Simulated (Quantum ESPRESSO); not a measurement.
Runs of Quantum ESPRESSO 7.5 on TiC. The structure is cubic, space group Fm-3m (No. 225). The conventional cell has a = 4.331 Å, b = 4.331 Å, c = 4.331 Å, α = 90.00°, β = 90.00°, γ = 90.00°. Around Ti (site symmetry m-3m) lie 6 C at 2.17 Å. C (site symmetry m-3m) is surrounded by 6 Ti at 2.17 Å. The cell is a database's computed one.

```csv
task,level,potentials or basis,U,cell,k mesh,cutoff (eV),smearing,mixing beta,start of the occupations,hubbard projectors,form of the LDA correlation,q mesh,gap on the mesh (eV),pressure (GPa)
single point,PBE,SSSP 1.3 efficiency PBE,-,as given,11 × 11 × 11,748,fermi-dirac 0.05 eV,0.5,-,-,-,-,none,0.2
Hubbard U by linear response,LDA+U,PseudoDojo 0.4.1 SR LDA standard,Ti d U = 8.0 eV,as given,8 × 8 × 8,1143,cold 0.2 eV,0.3,default,ortho-atomic,PW92,2 × 2 × 2,none,4.1
band structure,LDA,GBRV 1.5 LDA,-,as given,11 × 11 × 11,612,fermi-dirac 0.05 eV,0.5,-,-,PZ81,-,none,(a)
phonons,PBE,JTH 2.0 PBE,-,relaxed,11 × 11 × 11,490,methfessel-paxton 0.136 eV,0.5,-,-,-,-,none,-
band structure,PBEsol,GBRV 1.5 PBEsol,-,as given,11 × 11 × 11,612,fermi-dirac 0.05 eV,0.5,-,-,-,-,none,-6.8
```

Alike in all rows: no spin polarisation.

Task: Estimate the missing entries.

Result: (a) -12.4.

Caveats: U without spin polarisation on a metal has little footing (some runs); the U is typed as a test and isn't derived for this compound (some runs); before the sum rule the acoustic modes lie tens of cm⁻¹ from zero, a sign that the density grid also shifts the optical modes (some runs); the cutoff is low for these files, which shifts pressure and relaxed volume (some runs).

A k mesh can miss the band edges.

A gap of «none» marks a metal or a gap under the smearing width.

Not every run made on this cell is shown here.
